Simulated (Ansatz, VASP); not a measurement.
## CaSe: VASP beside Ansatz

The input POSCAR:

```
CaSe
1.0
    3.6347849189      0.0000000000      0.0000000000
    0.0000000000      3.6347849189      0.0000000000
    0.0000000000      0.0000000000      3.6347849189
Ca Se
1 1
Direct
    0.0000000000      0.0000000000      0.0000000000
    0.5000000000      0.5000000000      0.5000000000
```

INCAR.step1

```
PREC = Accurate
ENCUT = 520
EDIFF = 1E-5
ISMEAR = 0
SIGMA = 0.01
LREAL = F
LASPH = T
NELM = 100
ALGO = Normal
ISIF = 2
LWAVE = T
LCHARG = F
NBANDS = 15
GGA = PE
```

Contents of INCAR.step2:

```
PREC = Accurate
ENCUT = 520
EDIFF = 1E-6
ISMEAR = 0
SIGMA = 0.01
LREAL = F
LASPH = T
NELM = 100
ALGO = Normal
ISIF = 2
LWAVE = F
LCHARG = F
GGA = PE
LHFCALC = T
AEXX = 0.4
HFSCREEN = 0.2078
PRECFOCK = Normal
NBANDS = 15
ISTART = 1
```

The input KPOINTS:

```
Automatic mesh
0
Gamma
  4 4 4
```

Input for Ansatz:

```yaml
crystal:
  lattice:
    - [3.6347849189, 0.0, 0.0]
    - [0.0, 3.6347849189, 0.0]
    - [0.0, 0.0, 3.6347849189]
  atoms:
    - { symbol: Ca, position: [0.0, 0.0, 0.0] }
    - { symbol: Se, position: [0.5, 0.5, 0.5] }
kpoints:
  mp_grid: { grid: [4, 4, 4] }
hamiltonian:
  xc:
    exchange: pbe
    correlation: pbe
    exx: { coeff: 0.4, omega: 0.2078 }
scf:
  occupations: { method: fixed }
  n_extra_bands: 4
output:
  forces: true
  stress: true
  eigenvalues: true
```

Alike in both runs: task single point; functional PBE-based screened hybrid; k mesh 4 × 4 × 4; no spin polarisation.

|  | VASP | Ansatz |
| --- | --- | --- |
| version | VASP 6.6.1 | Ansatz 0.2.0 |
| potentials or method | VASP PAW PBE potentials, release 64 (Ca_sv, Se) | plane waves |
| plane-wave cutoff (eV) | 520 | 420 |
| occupations | gaussian, width 0.01 eV | fixed |
| valence electrons in the cell | 16 | 26 |

|  | VASP | Ansatz | Ansatz less VASP |
| --- | --- | --- | --- |
| gap on the k mesh at the Fermi level (eV) | 2.06 | 2.03 | -0.030 |
| pressure (GPa) | 0.0 | 0.1 | +0.05 |

The two sets of potentials don't hold the same shells in valence. Ansatz warned: «stress_exchange_threshold_loose».

Caveats: the k mesh is coarse (spacing up to 0.43 Å⁻¹), so the values aren't converged; the PAW data sets were made with another functional, which shifts forces and pressure a little (VASP). A k mesh can miss the band edges.
